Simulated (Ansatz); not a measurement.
# BaS: the cell at several levels of theory

One table from this session's results is given with a row withheld; the runs are named, their logs left out.

Program: Ansatz 0.2.0. PAW datasets, plane waves, zero pressure. No spin polarisation. The prototype was imposed, so other structures may be more stable.

## The cell

It is hexagonal, P6_3mc (No. 186); a = 4.977 Å, c = 8.128 Å in the conventional setting, 43.59 Å³ an atom. Near Ba stand 4 S at 3.05 Å; near S stand 4 Ba at 3.05 Å.

The structure in full:

```cif
data_structure
_symmetry_space_group_name_H-M 'P 1'
_symmetry_Int_Tables_number 1
_cell_length_a 4.9772
_cell_length_b 4.9772
_cell_length_c 8.1278
_cell_angle_alpha 90.000
_cell_angle_beta 90.000
_cell_angle_gamma 120.000
_cell_volume 174.37
loop_
_atom_site_label
_atom_site_type_symbol
_atom_site_fract_x
_atom_site_fract_y
_atom_site_fract_z
_atom_site_occupancy
Ba1 Ba 0.33333 0.66667 0.00000 1
Ba2 Ba 0.66667 0.33333 0.50000 1
S1 S 0.33333 0.66667 0.37500 1
S2 S 0.66667 0.33333 0.87500 1
```

The first run:

input.yaml

```yaml
crystal:
  lattice:
    - [4.977199858, 0.0, 0.0]
    - [-2.488599929, 4.3103815168, 0.0]
    - [0.0, 0.0, 8.1277673681]
  atoms:
    - { symbol: Ba, position: [0.3333333333, 0.6666666667, 0.0] }
    - { symbol: Ba, position: [0.6666666667, 0.3333333333, 0.5] }
    - { symbol: S, position: [0.3333333333, 0.6666666667, 0.375] }
    - { symbol: S, position: [0.6666666667, 0.3333333333, 0.875] }
kpoints:
  mp_grid: { grid: [6, 6, 4] }
hamiltonian:
  xc: pbe
scf:
  occupations: { method: fermi_dirac, width: 0.02 }
relax:
  f_tol: 0.005
  cell: {}
output:
  write_density: true
  write_potential: true
  elf: true
  volumetric_format: npy
```

Run with:

```sh
ansatz run input.yaml --threads 2 --pin off --max-ram 2211MiB --backend cpu --events-out ev --progress --plain --runs-dir out
```

Steps of the session up to this table: PBE: cell and atoms; r2SCAN: cell and atoms; Relaxing with PBEsol; Relaxation with LDA.

One table of the session follows, with a row left open; its other results are not shown here.

It belongs to the step «The cells side by side». 

```
 level  a (Å)  c (Å)  volume (Å³/atom)
   PBE  5.382  6.383            40.030
r2SCAN  5.382  6.383            40.030
PBEsol      ?      ?                 ?
   LDA  5.256  6.231            37.263
```

Estimate the missing values for PBEsol.

The run gave: a (Å): 5.310; c (Å): 6.291; volume (Å³/atom): 38.400. In the column «a (Å)» it lies between LDA (5.256) and PBE (5.382).

What this shows: From the start to the first minimum the volume moved by -8.2 %. The volume spreads over 7.4 % between the levels. The cell started from the wurtzite prototype, but the relaxation took it to the higher symmetry P6_3/mmc (No. 194), so the name no longer describes it.

To keep in mind: Warnings in the runs' records: structure snapped to symmetry.
